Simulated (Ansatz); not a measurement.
# The stack of 1T-PbBrI under In2Se2, shifted by a third of the diagonal between two gates, part 3 of 3

Aim: screening and gap of the neutral stack of 1T-PbBrI under In2Se2, shifted by a third of the diagonal between oppositely charged gates.

Ansatz 0.2.0; plane-wave DFT, PBE-D3(BJ), Ansatz PAW.

So far, gap along the path (eV): 1.09 in steps 3, 4, 5 and 6.

**7. Gated layer, displacement field 4.34 V/nm**

The input, input.yaml:

```yaml
crystal:
  lattice:
    - [4.1597952776, 0.0, 0.0]
    - [-2.0798976388, 3.6024883849, 0.0]
    - [0.0, 0.0, 53.0070997267]
  atoms:
    - { symbol: I, position: [0.6666666667, 0.3333333333, 0.3848541064] }
    - { symbol: Pb, position: [0.0, 0.0, 0.4247420912] }
    - { symbol: Br, position: [0.3333333333, 0.6666666667, 0.4591518115] }
    - { symbol: Se, position: [0.6666666667, 0.3333333333, 0.5162750412] }
    - { symbol: In, position: [0.3333333333, 0.6666666667, 0.5392506816] }
    - { symbol: In, position: [0.3333333333, 0.6666666667, 0.5921270918] }
    - { symbol: Se, position: [0.6666666667, 0.3333333333, 0.6151458936] }
  periodic: [true, true, false]
  symmetry: { detect: true }
kpoints:
  mp_grid: { grid: [24, 24, 1] }
  band_path:
    path: [[0, 0, 0], [0.5, 0, 0], [0.33333333, 0.33333333, 0], [0, 0, 0]]
    npoints: 16
hamiltonian:
  xc: pbe
  dispersion: d3bj
scf:
  occupations: { method: fermi_dirac, width: 0.02585 }
  convergence: { dr2_threshold: 1.0e-10 }
output:
  forces: true
  eigenvalues: true
  dos: { projected: true, e_range: [-3, 3], de: 0.01 }
  write_potential: true
  write_density: true
  volumetric_format: npy
  elf: true
external_charges:
  - { charge: 0, barrier: 10, axis: 3, height: 37.107, sigma: 0.25 }
  - { charge: -0.035965, axis: 3, height: 38.607, sigma: 0.5 }
  - { charge: 0, barrier: 10, axis: 3, height: 15.9, sigma: 0.25 }
  - { charge: 0.035965, axis: 3, height: 14.4, sigma: 0.5 }
```

On the command line:

```console
> ansatz run input.yaml --threads 4 --pin off --max-ram 12288MiB --backend cpu --events-out ev --progress --plain --runs-dir out
```

Numbers of over 12 decimals in the logs are rounded to 6 here.

The program printed:

```text
[...]
Crystal: 7 atoms, lattice volume = 794.344 Å³
Basis set: ecut = 420 eV, 15327 PW (Γ), exchange–correlation on 60×60×720 points (8 copies of the dense FFT grid, shifted against one another)
Bands: 58, of which v1, the nominal top of the filled ones, is band 48 counted from 1 (47 counted from 0)
Symmetry: 6 space group operations
[...]
k-points: 61 of 576 (time reversal used)
[...]
--- Band table (eV; the first three rows and the last of 61) ---
  k-point 0: bands = [... 44 lower, -6.2891, -6.0925, -6.0925, -5.3234, -4.2166, -3.5717, -3.0464, -2.4364, ... 6 higher]
  k-point 1: bands = [... 44 lower, -6.3083, -6.1904, -6.1109, -5.3112, -4.1188, -3.5077, -2.9560, -2.5043, ... 6 higher]
  k-point 2: bands = [... 44 lower, -6.3970, -6.3635, -6.1638, -5.2978, -3.8848, -3.3439, -2.7420, -2.6393, ... 6 higher]
  k-point 60: bands = [... 44 lower, -7.2295, -7.1485, -6.6575, -6.4961, -3.4413, -3.1467, -2.7726, -2.4185, ... 6 higher]
[key lines of the parts left out:]
SCF converged after 16 iterations
Free energy (F): -44342.220370 eV
Fermi energy:    -4.709961 eV
```

It took 3.3 min on 4 threads of Arm Neoverse V1, shared host; peak memory 3 GiB; 13 min of CPU time.

Running mean over a fixed 2.5 Å (it still follows the layers) of the planar mean; beyond a gate it holds the 10 eV model barrier. Electron's electrostatic potential energy less the Fermi level against z:

```tsv
z (Å)	electron's electrostatic potential energy less the Fermi level (eV)
4	12.0
6	12.0
8	12.0
10	12.0
12	12.0
14	12.1
16	7.33
18	3.34
20	-0.679
22	-5.33
24	-4.59
26	1.49
28	-4.54
30	-1.27
32	-4.35
34	3.48
36	7.01
38	15.6
40	17.4
42	17.4
44	17.4
46	17.4
48	17.4
```

The gap, the smaller of path and mesh, is 1.081 eV.

**8. The series together**

This step: plane-wave DFT, PBE-D3(BJ), Ansatz PAW; response to a displacement field between two gates (Ansatz 0.2.0).

The potential behind each gate is read from every run and counted from the uncharged case.

This step gave:

```yaml
electrostatic_distance_between_the_gates: 11.27 Å
geometric_distance_between_the_gates: 24.21 Å
```

Electron's potential behind the upper gate less behind the lower, less the value without field. Step of the electron's potential energy between the gates against displacement field D/eps0:

```tsv
displacement field D/eps0 (V/nm)	step of the electron's potential energy between the gates (eV)
0.00	0
0.54	0.613
1.09	1.23
2.17	2.45
4.34	4.89
```

The smaller of the gaps on the path and on the k-mesh, counted as 0 under 0.03 eV. Gap against displacement field D/eps0:

```tsv
displacement field D/eps0 (V/nm)	gap (eV)
0.00	1.09
0.54	1.09
1.09	1.09
2.17	1.09
4.34	1.08
```

By hand: 4.34 V/nm over the 24.21 Å between the sheets would give 10.51 V in vacuum; the run has 4.89 V, as over 11.27 Å.

**9. Varying the input**

This step: plane-wave DFT, PBE-D3(BJ), Ansatz PAW (Ansatz 0.2.0).

A run with a changed input: it repeats the earlier run at 0.543 V/nm with scf.n_extra_bands to 16 and crystal.symmetry from detect: true to detect: false.

input.yaml: that of step 7 with these lines changed.

```diff
@@ -14,3 +14,3 @@
   periodic: [true, true, false]
-  symmetry: { detect: true }
+  symmetry: { detect: false }
 kpoints:
@@ -26,2 +26,3 @@
   convergence: { dr2_threshold: 1.0e-10 }
+  n_extra_bands: 16
 output:
@@ -29,3 +30,2 @@
   eigenvalues: true
-  dos: { projected: true, e_range: [-3, 3], de: 0.01 }
   write_potential: true
@@ -33,7 +33,6 @@
   volumetric_format: npy
-  elf: true
 external_charges:
   - { charge: 0, barrier: 10, axis: 3, height: 37.107, sigma: 0.25 }
-  - { charge: -0.035965, axis: 3, height: 38.607, sigma: 0.5 }
+  - { charge: -0.004496, axis: 3, height: 38.607, sigma: 0.5 }
   - { charge: 0, barrier: 10, axis: 3, height: 15.9, sigma: 0.25 }
-  - { charge: 0.035965, axis: 3, height: 14.4, sigma: 0.5 }
+  - { charge: 0.004496, axis: 3, height: 14.4, sigma: 0.5 }
```

The program printed:

```text
[...]
Crystal: 7 atoms, lattice volume = 794.344 Å³
Basis set: ecut = 420 eV, 15327 PW (Γ), exchange–correlation on 60×60×720 points (8 copies of the dense FFT grid, shifted against one another)
Bands: 64, of which v1, the nominal top of the filled ones, is band 48 counted from 1 (47 counted from 0)
Symmetry: 1 space group operations
k-points: 290 of 576 (time reversal used)
[...]
SCF iter   1: F=—  HF=-44343.094056 eV  |F-HF|=—  |Δ(HF+E_count)|=         —  Δρ=1.35e-2  dr2=3.21e0  ethr=3.10e-3  ⟨swp⟩=15.5  Hψ=135802  notcnv=0  defer=667
[...]
SCF iter  17: F=-44342.317006 eV  HF=-44342.317006 eV  |F-HF|=3.78e-10  |Δ(HF+E_count)|=  4.51e-10  Δρ=4.73e-8  dr2=3.10e-11  ethr=1.00e-12  ⟨swp⟩=28.1  Hψ=185841  notcnv=0
SCF 1 converged in 17 iterations: F = -44342.317006 eV  dr2 = 3.10e-11
[...]
SCF converged after 17 iterations
Free energy (F): -44342.317006 eV
[...]
Internal energy: -44342.317006 eV  (E = F + TS)
E sigma→0 (E₀):  -44342.317006 eV
Fermi energy:    -4.902051 eV
[...]
--- Forces (eV/Å), atoms and charges each counted from 1 ---
  atom   1  I     -0.00000000     0.00000000    -0.00965485
  atom   2  Pb     0.00000000     0.00000001     0.02252923
  atom   3  Br     0.00000000    -0.00000000    -0.01322642
  atom   4  Se    -0.00000000     0.00000000    -0.00689374
  atom   5  In     0.00000000    -0.00000000     0.00865433
  atom   6  In     0.00000000     0.00000000     0.00792210
  atom   7  Se    -0.00000000     0.00000000    -0.00921218
  external charge   1     0.00000000     0.00000000     0.00045370
  external charge   2     0.00000000     0.00000000    -0.00012206
  external charge   3     0.00000000     0.00000000    -0.00057154
  external charge   4     0.00000000     0.00000000     0.00012202
  max |Σ_I F_I| component, the external charges' with the atoms': 5.93e-7 eV/Å
--- Band table (eV; the first three rows and the last of 290) ---
  k-point 0: bands = [... 44 lower, -6.4510, -6.3499, -6.3499, -5.5226, -4.4015, -3.3212, -3.2446, -2.1649, ... 12 higher]
  k-point 1: bands = [... 44 lower, -6.4705, -6.4250, -6.3677, -5.5084, -4.3068, -3.2526, -3.1578, -2.2285, ... 12 higher]
  k-point 2: bands = [... 44 lower, -6.5264, -6.4353, -6.4189, -5.4941, -4.0763, -3.0856, -2.9287, -2.3746, ... 12 higher]
  k-point 289: bands = [... 44 lower, -7.2264, -7.1393, -6.9768, -6.5193, -3.6344, -3.4998, -3.3129, -2.3350, ... 12 higher]
```

The job ended after 15 min (4 threads; peak memory 8.4 GiB).

Numbers from this step:

```yaml
gap_on_the_k_mesh: 1.093 eV
gap_along_the_path: 1.093 eV
smallest_direct_gap_along_the_path: 1.121 eV
gap_the_smaller_of_path_and_mesh: 1.093 eV
potential_beyond_the_upper_barrier_and_gate_less_the_barrier_from_the_fermi_level: 5.435 eV
```

The electronic bands at the labelled points (eV, zero at the Fermi level of the run, which the smearing sets inside the gap):

```tsv
point	band 45	band 46	band 47	band 48	band 49	band 50	band 51	band 52
Γ	-1.55	-1.45	-1.45	-0.62	0.50	1.58	1.66	2.74
halfway	-2.00	-1.91	-1.75	-0.79	1.55	1.70	2.02	2.76
M	-2.32	-2.24	-2.07	-1.62	1.27	1.40	1.59	2.57
halfway	-2.65	-2.17	-1.90	-1.65	1.60	1.88	2.01	2.32
K	-2.42	-2.06	-1.97	-1.80	1.71	1.93	2.03	2.30
halfway	-2.32	-2.18	-1.63	-0.87	1.88	1.94	2.37	2.55
Γ	-1.55	-1.45	-1.45	-0.62	0.50	1.58	1.66	2.74
```

```tsv
quantity	this run	earlier run	difference
gap along the path (eV)	1.093	1.093	0
smallest direct gap along the path (eV)	1.121	1.121	1.0e-6
gap on the k-mesh (eV)	1.093	1.093	-2.4e-8
potential beyond the upper barrier and gate, less the barrier, from the Fermi level (eV)	5.435	5.435	0
```

Nothing in the table moves by 0.01 in its unit. The run took 17 SCF cycles against 16.

The path shows an indirect gap of 1.09 eV (valence top between Γ and M, conduction bottom at Γ). The least direct gap is 1.12 eV.

**10. The same run with other settings**

An input spoilt on purpose, to show how the run answers: it repeats the earlier run at 0.543 V/nm with basis.ecutwfc to 30, and scf.max_iter set to 50.

input.yaml: that of step 9 with these lines changed.

```diff
@@ -14,3 +14,3 @@
   periodic: [true, true, false]
-  symmetry: { detect: false }
+  symmetry: { detect: true }
 kpoints:
@@ -26,3 +26,3 @@
   convergence: { dr2_threshold: 1.0e-10 }
-  n_extra_bands: 16
+  max_iter: 50
 output:
@@ -38 +38,3 @@
   - { charge: 0.004496, axis: 3, height: 14.4, sigma: 0.5 }
+basis:
+  ecutwfc: 30
```

The program printed:

```text
Warning: basis.ecutwfc = 30 eV is below the records' recommended 420 eV, and the density's cutoff is lower with it unless basis.ecutrho_ratio is high enough to keep the records' density cutoff: compare with a run at a higher cutoff
Warning: basis.ecutrho_ratio = 13 (ecutrho = 390 eV), auto-derived: the least that external_charges[].sigma needs
basis.ecutrho_ratio = 13 (ecutrho = 390 eV), auto-derived: the least that external_charges[].sigma needs
[...]
Crystal: 7 atoms, lattice volume = 794.344 Å³
Basis set: ecut = 30 eV, 269 PW (Γ), exchange–correlation on 30×30×360 points (8 copies of the dense FFT grid, shifted against one another)
Bands: 58, of which v1, the nominal top of the filled ones, is band 48 counted from 1 (47 counted from 0)
Symmetry: 6 space group operations
[...]
k-points: 61 of 576 (time reversal used)
[...]
SCF iter   1: F=—  HF=-41876.517164 eV  |F-HF|=—  |Δ(HF+E_count)|=         —  Δρ=8.18e-1  dr2=6.91e3  ethr=3.10e-3  ⟨swp⟩=23.3  Hψ=35207  notcnv=0  defer=6
[...]
SCF iter  13: F=-37181.728635 eV  HF=-37181.728635 eV  |F-HF|=1.19e-9  |Δ(HF+E_count)|=  3.64e-10  Δρ=3.95e-8  dr2=6.71e-11  ethr=1.00e-12  ⟨swp⟩=61.0  Hψ=67239  notcnv=0
SCF 1 converged in 13 iterations: F = -37181.728635 eV  dr2 = 6.71e-11
[...]
SCF converged after 13 iterations
Free energy (F): -37181.728635 eV
[...]
Internal energy: -37181.721202 eV  (E = F + TS)
E sigma→0 (E₀):  -37181.724919 eV
Entropy (-TS):   -0.007433 eV (-1.062 meV/atom)
Fermi energy:    -25.916176 eV
[...]
--- Forces (eV/Å), atoms and charges each counted from 1 ---
  atom   1  I      0.00000000     0.00000000     2.33226064
  atom   2  Pb     0.00000000    -0.00000000     5.67816323
  atom   3  Br     0.00000000     0.00000000     1.15895375
  atom   4  Se    -0.00000000    -0.00000000   -73.54649820
  atom   5  In     0.00000000    -0.00000000    64.76528103
  atom   6  In    -0.00000000    -0.00000000   -70.55918102
  atom   7  Se     0.00000000    -0.00000000    70.10032791
  external charge   1     0.00000000     0.00000000     0.41778950
  external charge   2     0.00000000     0.00000000    -0.01018639
  external charge   3     0.00000000     0.00000000    -0.32313358
  external charge   4     0.00000000     0.00000000    -0.00904368
  max |Σ_I F_I| component, the external charges' with the atoms': 4.73e-3 eV/Å
--- Band table (eV; the first three rows and the last of 61) ---
  k-point 0: bands = [... 44 lower, -27.2012, -27.2012, -25.8424, -25.0522, -25.0522, -24.3922, -22.4785, -22.4785, ... 6 higher]
  k-point 1: bands = [... 44 lower, -27.2736, -27.1963, -25.9716, -25.2144, -25.0132, -24.3766, -22.7729, -22.4652, ... 6 higher]
  k-point 2: bands = [... 44 lower, -27.1793, -27.0223, -25.7758, -24.9977, -24.8994, -24.2596, -22.6654, -22.4254, ... 6 higher]
  k-point 60: bands = [... 44 lower, -29.0571, -28.2977, -27.5302, -27.1875, -25.8705, -25.4707, -25.4290, -23.9008, ... 6 higher]
```

Wall time 13 s (4 threads); peak memory 0.43 GiB.

```tsv
quantity	this run	earlier run	difference
potential beyond the upper barrier and gate, less the barrier, from the Fermi level (eV)	23.30	5.435	18
```

It moves by +17.9 eV.

The fault (a cutoff far too low) shows in the results, which are not taken further.

**11. What came out**

```json
{"gap with uncharged gates": "1.09 eV", "electrostatic distance between the gates": "11.3 Å", "geometric distance between the gates": "24.2 Å", "gap at 4.34 V/nm": "1.08 eV"}
```

In words: The gap goes from 1.09 to 1.08 eV at 4.3 V/nm. The layers screen the field: the voltage is that of a vacuum gap 12.9 Å narrower than the real distance. The gates are charged sheets behind model barriers, not atoms. Gaps are the smaller of those on the path and on the mesh; band edges between these points would make them smaller still. Spin-orbit coupling is left out, which matters for the bands of elements this heavy.

[Logs are printed without paths, hosts, clocks, repeated set-up lines and the standing remarks that a program may print on its own settings, such as how far it seeks lower states.]

[Hosts, paths, dates, database ids (printed as entryN), source tags and the programs' standing remarks are cut or masked in the printed files.]

[Maps of the electrostatic potential energy from Ansatz leave out the sawtooth potential of an applied field or a dipole correction, so their vacuum need not be flat; planar profiles and work functions include it.]
